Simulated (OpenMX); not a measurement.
Se:

```
Se
1.0
     4.36620    0.00000    0.00000
    -2.18310    3.78124    0.00000
     0.00000    0.00000    4.95360
Se
3
Direct
  0.77460 0.77460 0.00000
  0.00000 0.22540 0.66667
  0.22540 0.00000 0.33333
```

Base run:

* Program: OpenMX 3.8.5
* Functional: PBE
* Potentials or basis: OpenMX 2013 PBE set, Se7.0-s3p2d2, grid cutoff 300 Ry
* k mesh: 5 × 5 × 5
* Occupations: fermi-dirac, width 0.05 eV
* Spin: non-collinear spin, zero start
* Starting moments: [[0.0, 0.0, 0.0], [0.0, 0.0, 0.0], [0.0, 0.0, 0.0]] μB

Its results: band gap on the k mesh 1.24 eV, indirect (least direct gap 1.56 eV); net moment 0.00 μB per cell; largest force 1.149 eV/Å.

The run is repeated on the same cell with these changes: spin from non-collinear spin, zero start to non-collinear spin, zero start, spin-orbit coupling. What comes out?

Band gap on the k mesh 1.15 eV, indirect (least direct gap 1.49 eV); net moment 0.00 μB per cell; largest force 1.163 eV/Å.

Spin-orbit coupling splits the band edges, which narrows the gap.

Caveats: the mesh misses the band edges, which the band path finds closer together; the basis of atomic orbitals isn't converged, which shifts pressures, moduli and gaps; forces of over 1 eV/Å show positions far from the minimum, so gaps and moduli don't describe the material at rest; total energies with and without spin-orbit coupling shouldn't be compared in this program (some runs).
